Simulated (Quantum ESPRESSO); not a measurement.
CsSnBr3 under changes of volume

One of the cells (39.815 Å³/atom); the others are scaled copies at fixed shape and fractional positions:

```
Cs Sn Br
1.0
     5.83901    0.00000    0.00000
     0.00000    5.83901    0.00000
     0.00000    0.00000    5.83901
Cs Sn Br
1 1 3
Cartesian
  0.0000 0.0000 0.0000
  2.9195 2.9195 2.9195
  0.0000 2.9195 2.9195
  2.9195 2.9195 0.0000
  2.9195 0.0000 2.9195
```

The cell is a database's computed one.

| Item | Value |
| --- | --- |
| Program | Quantum ESPRESSO 7.5 |
| Functional | PBE |
| Potentials or basis | SSSP 1.3 efficiency PBE |
| Cutoff | 816 eV |
| Density cutoff | 6531 eV |
| k mesh | 5 × 5 × 5 |
| Occupations | fermi-dirac, width 0.05 eV |
| Spin | no spin polarisation |

```tsv
volume (Å³/atom)	energy over the lowest point (meV/atom)	pressure (GPa)	gap on the mesh (eV)
37.426	?	?	?
38.222	11.21	1.5	1.81
39.019	5.17	1.0	1.84
39.815	1.52	0.5	1.88
40.611	0.00	0.1	1.91
41.408	0.40	-0.3	1.95
42.204	2.53	-0.6	1.98
```

**Question.** What does the run at 37.426 Å³/atom give?

**Answer.** Energy over the lowest point 19.90 meV/atom; pressure 2.0 GPa; gap on the mesh 1.77 eV.

Worked out: A Birch-Murnaghan fit of order 3 (a polynomial in V^(-2/3)) to the other rows has its minimum at 40.83 Å³/atom with B0 = V·E''(V) = 19.2 GPa and B' = 4.4. It gives 19.89 meV/atom at 37.426 Å³/atom, against the run's 19.90, and -dE/dV = 2.0 GPa, against 2.0. A straight line through the other rows of the gap, of slope 1.74 eV per unit of ln V (its deformation potential), extrapolates to 1.77 eV, against the run's 1.77.

Energies are extrapolated to zero smearing.

Caveats: spin-orbit coupling is left out, which moves the levels of the heavy elements; an odd mesh through Γ misses points on the zone boundary, where band edges often lie.
